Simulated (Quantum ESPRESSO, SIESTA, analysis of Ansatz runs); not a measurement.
# Where Si_C puts its levels in SiC (F-43m) (SIESTA)

Question: at which Fermi levels does Si_C in SiC (F-43m) change its charge? Model: a cell of 54 host atoms with 1 C taken out and 1 Si put in.

Calculated with SIESTA 5.4.2; SIESTA numerical-orbital DFT, PBEsol, DZP basis, PseudoDojo 0.4.1 potentials converted to PSML; charged supercells in a uniform background, point-charge correction with alignment at far sites.

**Measured values to reproduce.**

“Insight into the structural, elastic and electronic properties of a new orthorhombic 6O-SiC polytype” (2020, pmc:7200658) quotes from earlier work for SiC, cubic 3C zincblende (literature value): band gap (indirect gap) 2.4 eV [literature value; measurement temperature and method not stated].

### 1. The structure

The cell holds 54 atoms: 28 Si and 26 C. Cell: a = 9.283 Å, b = 9.283 Å, c = 9.283 Å, α = 60.0°, β = 60.0°, γ = 60.0°. It derives from SiC (space group F-43m). Nearest the centre at fractional (0.417, 0.417, 0.417): Si28 at 0.00 Å, Si27 at 1.89 Å, Si29 at 1.89 Å, Si33 at 1.89 Å, Si45 at 1.89 Å, C40 at 3.09 Å, C12 at 3.09 Å, C16 at 3.09 Å.

As a file:

```xyz
54
Lattice="0.0000 6.5644 6.5644 6.5644 0.0000 6.5644 6.5644 6.5644 0.0000" Properties=species:S:1:pos:R:3 pbc="T T T"
Si    0.0000    0.0000    0.0000
C     1.0941    1.0941    1.0941
Si    2.1882    2.1882    0.0000
C     3.2822    3.2822    1.0941
Si    4.3763    4.3763    0.0000
C     5.4703    5.4703    1.0941
Si    2.1882    0.0000    2.1882
C     3.2822    1.0941    3.2822
Si    4.3763    2.1882    2.1882
C     5.4703    3.2822    3.2822
Si    6.5644    4.3763    2.1882
C     7.6585    5.4703    3.2822
Si    4.3763    0.0000    4.3763
C     5.4703    1.0941    5.4703
Si    6.5644    2.1882    4.3763
C     7.6585    3.2822    5.4703
Si    8.7526    4.3763    4.3763
C     9.8466    5.4703    5.4703
Si    0.0000    2.1882    2.1882
C     1.0941    3.2822    3.2822
Si    2.1882    4.3763    2.1882
C     3.2822    5.4703    3.2822
Si    4.3763    6.5644    2.1882
C     5.4703    7.6585    3.2822
Si    2.1882    2.1882    4.3763
C     3.2822    3.2822    5.4703
Si    4.3763    4.3763    4.3763
Si    5.4703    5.4703    5.4703
Si    6.5644    6.5644    4.3763
C     7.6585    7.6585    5.4703
Si    4.3763    2.1882    6.5644
C     5.4703    3.2822    7.6585
Si    6.5644    4.3763    6.5644
C     7.6585    5.4703    7.6585
Si    8.7526    6.5644    6.5644
C     9.8466    7.6585    7.6585
Si    0.0000    4.3763    4.3763
C     1.0941    5.4703    5.4703
Si    2.1882    6.5644    4.3763
C     3.2822    7.6585    5.4703
Si    4.3763    8.7526    4.3763
C     5.4703    9.8466    5.4703
Si    2.1882    4.3763    6.5644
C     3.2822    5.4703    7.6585
Si    4.3763    6.5644    6.5644
C     5.4703    7.6585    7.6585
Si    6.5644    8.7526    6.5644
C     7.6585    9.8466    7.6585
Si    4.3763    4.3763    8.7526
C     5.4703    5.4703    9.8466
Si    6.5644    6.5644    8.7526
C     7.6585    7.6585    9.8466
Si    8.7526    8.7526    8.7526
C     9.8466    9.8466    9.8466
```

The host's dielectric constants go in as inputs: 7.10 for the electrons alone, 10.43 with the ions, from a response run on this crystal (DFPT, PBEsol, Quantum ESPRESSO) at that run's own cell.

The cell's shortest repeat is 9.3 Å.

The primitive cell was relaxed at this level beforehand, to 20.95 Å³.

The defect-free supercell was relaxed beforehand, from displaced atoms: they ended at most 0.01 Å from the sites they started about, so the symmetric structure holds.

### 2. Band edges

Levels are counted from the valence top, which comes from the unit cell, dense mesh; the energy of the host comes from the defect-free supercell at the defects' own k-points, so that the host's part of the sampling error cancels.

File host.fdf:

```
SystemName                      SiC
SystemLabel                     host
NumberOfSpecies                 2
NumberOfAtoms                   2
%block ChemicalSpeciesLabel
  1   14 Si
  2    6 C
%endblock ChemicalSpeciesLabel
LatticeConstant                 1.0 Ang
%block LatticeVectors
     0.000001000     2.188136000     2.188136000
     2.188136000     0.000001000     2.188136000
     2.188136000     2.188136000     0.000001000
%endblock LatticeVectors
AtomicCoordinatesFormat         Fractional
%block AtomicCoordinatesAndAtomicSpecies
     0.000003199     0.000003199     0.000003199  1
     0.249996972     0.249996972     0.249996972  2
%endblock AtomicCoordinatesAndAtomicSpecies
%block kgrid.MonkhorstPack
   12   0   0  0.00
    0  12   0  0.00
    0   0  12  0.00
%endblock kgrid.MonkhorstPack
XC.Functional                   GGA
XC.Authors                      PBEsol
PAO.BasisSize                   DZP
PAO.EnergyShift                 0.005 Ry
Mesh.Cutoff                     300 Ry
OccupationFunction              FD
ElectronicTemperature           0.01 eV
MaxSCFIterations                150
SCF.MustConverge                true
SCF.Mixer.Method                Pulay
SCF.Mixer.Weight                0.2
SCF.Mixer.History               10
SCF.DM.Tolerance                1.0e-4
SCF.H.Tolerance                 1.0e-3 eV
WriteForces                     true
Charge.Mulliken                 end
```

The run is started by

```bash
$ OMP_NUM_THREADS=1 siesta host.fdf > host.out
```

The log of the run:

```text
Version         : 5.4.2

                           ***********************
                           *  WELCOME TO SIESTA  *
                           ***********************

[...]
reinit: Reading from file host.fdf

reinit: -----------------------------------------------------------------------
reinit: System Name: SiC
reinit: -----------------------------------------------------------------------
reinit: System Label: host
reinit: -----------------------------------------------------------------------

initatom: Reading input for the pseudopotentials and atomic orbitals ----------
Species number:   1 Atomic number:   14 Label: Si
Species number:   2 Atomic number:    6 Label: C

[... pseudopotential checks and orbital generation ...]

prinput: Basis input

PAO.BasisType split

%block ChemicalSpeciesLabel
    1   14 Si                      # Species index, atomic number, species label
    2    6 C                       # Species index, atomic number, species label
%endblock ChemicalSpeciesLabel

%block PAO.Basis                 # Define Basis set
# WARNING: This information might be incomplete!
[...]
(Free)E + p*V (eV/cell)     -278.7432
Target enthalpy (eV/cell)     -278.7457
[...]
siesta: Final energy (eV):
siesta:  Band Struct. =    -101.151306
siesta:       Kinetic =     156.951378
siesta:       Hartree =      31.268314
siesta:         Exch. =     -90.540145
siesta:         Corr. =     -11.300426
siesta:   Exch.-corr. =    -101.840571
siesta:  Ion-electron =    -210.155603
siesta:       Ion-ion =    -154.969201
siesta:         Total =    -278.745682
siesta:         Fermi =      -6.333770
[...]
siesta: Stress tensor (static) (eV/Ang**3):
siesta:    -0.000116   -0.000014   -0.000014
siesta:    -0.000014   -0.000116   -0.000014
siesta:    -0.000014   -0.000014   -0.000116
[...]
siesta: Cell volume =         20.953310 Ang**3
[...]
siesta: Pressure (static):
siesta:                Solid            Molecule  Units
siesta:           0.00000127          0.00000094  Ry/Bohr**3
siesta:           0.00011615          0.00008588  eV/Ang**3
siesta:           0.18609376          0.13758881  kBar
[...]
mulliken: Qtot =        8.000

Mulliken Atomic Populations:
Atom #   charge [q] valence [e]  Species
     1    -0.114310    4.114310  Si
     2     0.114310    3.885690  C
 Total     0.000000

Job completed
```

It took 34 s on 1 MPI rank of Intel Xeon Platinum 8259CL at 2.50GHz (Skylake/Cascade Lake), shared host; peak memory 0.2 GiB.

The gap at this level is 1.23 eV.

Test of the sampling: at one point at (¼, ¼, ¼) the host's energy lies 128 meV an atom above its value on the primitive cell's dense mesh, too far, so all defect runs take a 2×2×2 mesh.

(Part 1 of 3 ends here.)

[Logs are printed without paths, hosts, clocks, repeated set-up lines and the standing remarks that a program may print on its own settings, such as how far it seeks lower states.]

[Hosts, paths, dates, database ids (printed as entryN), source tags and the programs' standing remarks are cut or masked in the printed files.]

[For some hosts the program warned that the k-mesh of the response run may be too coarse for force constants and the static dielectric constant; such warnings are not shown here.]

[Charge tables in the logs are Mulliken or Hirshfeld populations, whose sizes and signs can differ; where basis functions stand at a vacancy, SIESTA counts their charge against the missing atom's valence.]

[In relaxation paths of CP2K, step 0 can be the structure after the first move, since the trajectory file begins there, and the last row can be the final structure solved once more.]
